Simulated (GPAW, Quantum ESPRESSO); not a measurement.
This is a calculation of CuO for GPAW 26.7.0 (ASE script). Measurements of this composition are mostly on another form, of space group No. 15.

Contents of run.py:

```python
from ase import Atoms
from ase.dft.bandgap import bandgap
from ase.io import write
from ase.units import Bohr, GPa
from gpaw import GPAW, PW
from gpaw.elf import elf_from_dft_calculation

atoms = Atoms(['Cu', 'Cu', 'O', 'O'],
              cell=[[3.1795331014, 0.0, 0.0],
                    [-1.5897665507, 2.753556438, 0.0],
                    [0.0, 0.0, 4.43149073]],
              scaled_positions=[[0.0, 0.0, 0.0],
                                [0.0, 0.0, 0.5],
                                [0.3333333333, 0.6666666667, 0.25],
                                [0.6666666667, 0.3333333333, 0.75]],
              pbc=True)

calc = GPAW(mode=PW(800),
            xc='PBE',
            kpts={'size': (10, 10, 6), 'gamma': True},
            occupations={'name': 'fermi-dirac', 'width': 0.05},
            nbands=33,
            convergence={'density': 1e-05, 'energy': 1e-05},
            maxiter=150,
            txt='gpaw.txt')
atoms.calc = calc
energy = atoms.get_potential_energy()
forces = atoms.get_forces()
stress = atoms.get_stress()
calc.write('gs.gpw')
write('result.traj', atoms)
print(f'Energy: {energy:.6f} eV')
print('Forces (eV/A):')
print(forces.round(4))
print('Stress (GPa):', (stress / GPa).round(3))
print('Fermi level:', round(calc.get_fermi_level(), 4), 'eV')
print(f'Gap: {bandgap(calc)[0]:.4f} eV, direct: {bandgap(calc, direct=True)[0]:.4f} eV')

# fields on the real-space grid
write('density.cube', atoms, data=calc.get_pseudo_density() * Bohr**3)
write('potential.cube', atoms, data=calc.get_electrostatic_potential())
write('elf.cube', atoms, data=elf_from_dft_calculation(calc).data)
```

Potentials or basis: GPAW PAW data sets (gpaw-data 1.2.1), pw.

Run with:

```sh
$ OMP_NUM_THREADS=1 python run.py
```

Question: What does the same run look like in Quantum ESPRESSO 7.5? Potentials or basis there: SSSP 1.3 efficiency PBE, cutoff 748 eV.

Answer: As run (cutoffs and basis follow the program's own potentials, and thresholds, step limits or extra output files can differ):

pw.in

```
&CONTROL
  calculation = 'scf'
  prefix = 'pwscf'
  outdir = './tmp'
  pseudo_dir = './pseudo'
  tprnfor = .true.
  tstress = .true.
  disk_io = 'low'
/
&SYSTEM
  ibrav = 0
  celldm(1) = 8
  nat = 4
  ntyp = 2
  ecutwfc = 55
  ecutrho = 440
  nbnd = 25
  occupations = 'smearing'
  smearing = 'fd'
  degauss = 0.00367493
/
&ELECTRONS
  conv_thr = 8d-10
  electron_maxstep = 120
  mixing_beta = 0.5
/
ATOMIC_SPECIES
Cu    63.5460 Cu.paw.z_11.ld1.psl.v1.0.0-low.upf
O     15.9990 O.pbe-n-kjpaw_psl.0.1.UPF
CELL_PARAMETERS alat
  0.7510558453978   0.0000000000000   0.0000000000000
 -0.3755279226989   0.6504334425374   0.0000000000000
  0.0000000000000   0.0000000000000   1.0467879754397
ATOMIC_POSITIONS crystal
Cu     0.0000000000    0.0000000000    0.0000000000
Cu     0.0000000000    0.0000000000    0.5000000000
O      0.3333333333    0.6666666667    0.2500000000
O      0.6666666667    0.3333333333    0.7500000000
K_POINTS automatic
10 10 6 0 0 0
```

Contents of pp_density.in:

```
&INPUTPP
  prefix = 'pwscf'
  outdir = './tmp'
  filplot = 'density.dat'
  plot_num = 0
/
&PLOT
  nfile = 1
  filepp(1) = 'density.dat'
  iflag = 3
  output_format = 6
  fileout = 'density.cube'
/
```

File pp_potential.in:

```
&INPUTPP
  prefix = 'pwscf'
  outdir = './tmp'
  filplot = 'potential.dat'
  plot_num = 11
/
&PLOT
  nfile = 1
  filepp(1) = 'potential.dat'
  iflag = 3
  output_format = 6
  fileout = 'potential.cube'
/
```

Potentials or basis: SSSP 1.3 efficiency PBE.

Run with:

```console
$ OMP_NUM_THREADS=1 pw.x -in pw.in > pw.out
$ OMP_NUM_THREADS=1 pp.x -in pp_density.in > pp_density.out
$ OMP_NUM_THREADS=1 pp.x -in pp_potential.in > pp_potential.out
```

Both were run:

|  | GPAW | Quantum ESPRESSO |
| --- | --- | --- |
| Pressure | 7.5 GPa | 5.9 GPa |

Pressure is positive in compression.
